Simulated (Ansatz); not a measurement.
## Re: 3 runs at one level of theory

```
Re
1.0
     2.76639    0.00000    0.00000
    -1.38319    2.39576    0.00000
     0.00000    0.00000    8.93885
Re
4
Cartesian
  1.3832 0.7986 6.7041
  0.0000 0.0000 4.4694
  0.0000 1.5972 2.2347
  0.0000 0.0000 0.0000
```

Alike in all runs: task band structure; functional PBE; k mesh 11 × 11 × 3; occupations fermi-dirac, width 0.05 eV; no spin polarisation; no spin-orbit coupling. Pressure is positive in compression and, in plane waves, holds the error of the finite cutoff, which Ansatz's Pulay term estimates and takes out.

```tsv
program and potentials	plane-wave cutoff (eV)	start density	points for each segment of the path	basis error allowed	notes	pressure (GPa)
Ansatz, all-electron LAPW, scalar-relativistic	-	atoms	-	0.002 eV/atom	-	3.42
Ansatz, Ansatz NC	980	-	14	-	Pulay term of +0.06 GPa included	3.63
Ansatz, JTH PAW	1290	-	14	-	Pulay term of +0.04 GPa included	3.36
```

The pressure spans 3.36 (Ansatz, JTH PAW) to 3.63 GPa (Ansatz, Ansatz NC), with all-electron results at 3.42.

The functional is the same throughout but for its coding, so the spread measures potentials, basis and numerics; runs on potential files found faulty are left out.
